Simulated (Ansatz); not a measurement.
## CuCl2 in Ansatz: the effect of functional

The system is CuCl2.

```
Cu Cl
1.0
     4.52065    0.00000    0.00000
     0.00000    4.52065    0.00000
     0.00000    0.00000    4.31771
Cu Cl
1 2
Cartesian
  0.0000 0.0000 0.0000
  0.0000 2.2603 0.0000
  2.2603 0.0000 0.0000
```

Measurements of this composition are mostly on another form, of space group No. 12.

Alike in all runs:

```yaml
Program: Ansatz 0.2.0
Task: projected density of states
Potentials_or_basis: Ansatz PAW
k_mesh: 4 × 4 × 4
Occupations: fermi-dirac, width 0.05 eV
Spin: no spin polarisation
```

**Question.** One run gave: pressure -1.8 GPa. Which functional did it use?
A. HSE06
B. r2SCAN
C. LDA
D. PBEsol

**Answer.** D.

```csv
functional,cutoff,pressure (GPa)
LDA,420 eV (not typed: the program's choice for these potentials),-3.5
PBEsol,420 eV (not typed: the program's choice for these potentials),-1.8
r2SCAN,500 eV (not typed: the program's choice for these potentials),-1.0
HSE06,420 eV (not typed: the program's choice for these potentials),-0.6
```

Caveats: all runs use coarse meshes; an odd number of electrons without spin polarisation forces a metal; a magnetic or distorted state may lie lower; the run has no spin polarisation, though such a crystal can be magnetic; the PAW data sets come from PBE, with cores solved anew for the run's functional, which leaves a small shift of forces and pressure; semilocal functionals often make such compounds metallic where correlation or magnetic order opens a gap, which also shifts bond lengths (some runs); this functional lacks dispersion, which binds the layers, so the pressure and a relaxed spacing across them are unreliable (some runs); the thresholds are loose for stress (some runs).
